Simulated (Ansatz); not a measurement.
Crystal: GaN.

```xyz
2
Lattice="0.0000 2.2535 2.2535 2.2535 0.0000 2.2535 2.2535 2.2535 0.0000" Properties=species:S:1:pos:R:3 pbc="T T T"
Ga    0.0000    0.0000    0.0000
N     1.1268    1.1268    1.1268
```

The cell is a database's computed one.

- Program: Ansatz 0.2.0
- Task: single point
- Functional: PBE
- Potentials or basis: Ansatz PAW
- Cutoff: 420 eV (not typed: the program's choice for these potentials)
- k mesh: 10 × 10 × 10
- Occupations: fermi-dirac, width 0.05 eV
- Spin: no spin polarisation

On this cell: pressure 5.0 GPa; largest force zero by symmetry; band gap on the k mesh 1.72 eV, direct.

The same run follows on a disturbed copy (atoms moved at random, drawn with an rms of 0.05 Å):

```
Ga N
1.0
     0.00000    2.25350    2.25350
     2.25350    0.00000    2.25350
     2.25350    2.25350    0.00000
Ga N
1 1
Cartesian
  -0.0158 0.0025 0.0107
  1.1376 1.1248 1.1058
```

Question: What does the disturbed cell give?

Answer: The energy moves by +5.3 meV/atom; pressure 5.2 GPa; largest force 0.505 eV/Å; band gap on the k mesh 1.64 eV, direct.

Forces on the atoms (eV/Å):
```
Ga   0.324 -0.010 -0.387
N   -0.324  0.010  0.387
```

Stress tensor (GPa, compression positive):
```
 5.18  1.90  0.05
 1.90  5.28 -1.59
 0.05 -1.59  5.14
```

